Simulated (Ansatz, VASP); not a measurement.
TiB: VASP beside Ansatz

```
CELL_PARAMETERS angstrom
2.40428 2.40428 0.00000
-2.40428 2.40428 0.00000
0.00000 0.00000 5.14752
ATOMIC_POSITIONS crystal
Ti 0.50000 0.00000 0.25000
Ti 0.00000 0.50000 0.75000
B 0.00000 0.00000 0.00000
B 0.50000 0.50000 0.50000
```

Change from the starting cell: biaxial strain in the a-b plane, c and atoms relaxed: -2.0 %.

Alike in both runs: functional PBEsol; k mesh 12 × 12 × 10; occupations gaussian, width 0.1 eV; no spin polarisation.

Ansatz relaxed the structure, and its values are those at the end. VASP's run is a single point on that final structure, the one shown.

|  | VASP | Ansatz |
| --- | --- | --- |
| version | VASP 6.6.1 | Ansatz 0.2.0 |
| potentials or method | VASP PAW PBE potentials, release 64 (Ti_sv, B) | scalar-relativistic, plane waves, PAW |
| plane-wave cutoff (eV) | 520 | 420 |
| valence electrons in the cell | 30 | 30 |

```csv
,VASP,Ansatz,Ansatz less VASP
gap on the k mesh at the Fermi level (eV),none,none,-
pressure (GPa),-0.9,-1.0,-0.06
```

A gap of «none» marks a metal or a gap that the smearing closes.

Caveats: the PAW data sets were made with another functional, which shifts forces and pressure a little (VASP).
